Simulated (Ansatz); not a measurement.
Relax this structure to zero stress and force, keeping its symmetry:

```yaml
crystal:
  lattice:
    - [2.70603, -2.70666, 0.00000]
    - [2.70603, 2.70666, 0.00000]
    - [-2.63353, 0.00000, 4.79664]
  atoms:
    - { symbol: Ti, position: [0.13411, 0.86589, 0.25000] }
    - { symbol: Ti, position: [0.86589, 0.13411, 0.75000] }
    - { symbol: O, position: [0.33122, 0.08876, 0.66715] }
    - { symbol: O, position: [0.66878, 0.91124, 0.33285] }
    - { symbol: O, position: [0.91124, 0.66878, 0.83285] }
    - { symbol: O, position: [0.08876, 0.33122, 0.16715] }
```

The calculation used DFT PBE+U, scalar-relativistic, plane waves, PAW in Ansatz 0.2.0.

Cutoff 420 eV; k points 6×6×6 on the computed 6-atom cell (Γ-centred); Gaussian smearing, width 0.02 eV; U_eff Ti 4.00 eV on the d shells (Löwdin-orthogonalised atomic orbitals); no spin polarisation.

What does it relax to?

The volume goes up by 0.16 Å³/atom to 11.87 Å³/atom, and the energy falls by 3.7 meV/atom. Final structure:
Space group I4_1/amd:1 (No. 141). a = 3.818 Å, b = 3.818 Å, c = 9.776 Å, α = 90.00°, β = 90.00°, γ = 90.00°
```
atom site symmetry x y z
  Ti    4a      -4m2  0.0000  0.5000  0.2500
   O    8e      2mm.  0.0000  0.5000  0.4552
```